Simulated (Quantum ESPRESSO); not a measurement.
Crystal: GaN.

```xyz
2
Lattice="0.0000 2.2535 2.2535 2.2535 0.0000 2.2535 2.2535 2.2535 0.0000" Properties=species:S:1:pos:R:3 pbc="T T T"
Ga    0.0000    0.0000    0.0000
N     1.1268    1.1268    1.1268
```

The cell is a database's computed one.

```yaml
Program: Quantum ESPRESSO 7.5
Task: phonons and Raman activities
Functional: PBEsol
Potentials_or_basis: PseudoDojo 0.4.1 SR PBEsol standard
Cutoff: 1143 eV
Density_cutoff: 4572 eV
k_mesh: 4 × 4 × 4, shifted
Occupations: fermi-dirac, width 0.05 eV
Spin: no spin polarisation
Mixing_beta: 0.5
Most_SCF_iterations: 120
SCF_threshold: 4e-10 Ry
```

The cell and the atoms were relaxed first, to 11.39 Å³/atom (a = 3.182 Å, b = 3.182 Å, c = 3.182 Å, α = 60.00°, β = 60.00°, γ = 60.00°), and the response was taken there.

The first run showed a gap, so the response started from a second, tighter run with fixed occupations.

**Question.** Where do the zone-centre optical modes lie?

**Answer.** T2 at 536 cm⁻¹ (IR and Raman). Polar modes are given without the macroscopic field (transverse values).

Optical modes at Γ, degenerate ones joined, polar ones without the macroscopic field:
| cm⁻¹ | components | symmetry | active in | IR intensity, summed ((D/Å)²/amu) |
| --- | --- | --- | --- | --- |
| 536 | 3 | T2 | IR and Raman | 42.59 |

Non-resonant Raman activities from finite differences of the dielectric tensor, degenerate modes summed:
| cm⁻¹ | modes | symmetry | activity (Å⁴/amu) |
| --- | --- | --- | --- |
| 536 | 3 | T2 | 34.1 |

Caveat: the k mesh is coarse (spacing up to 0.60 Å⁻¹), so the values aren't converged.
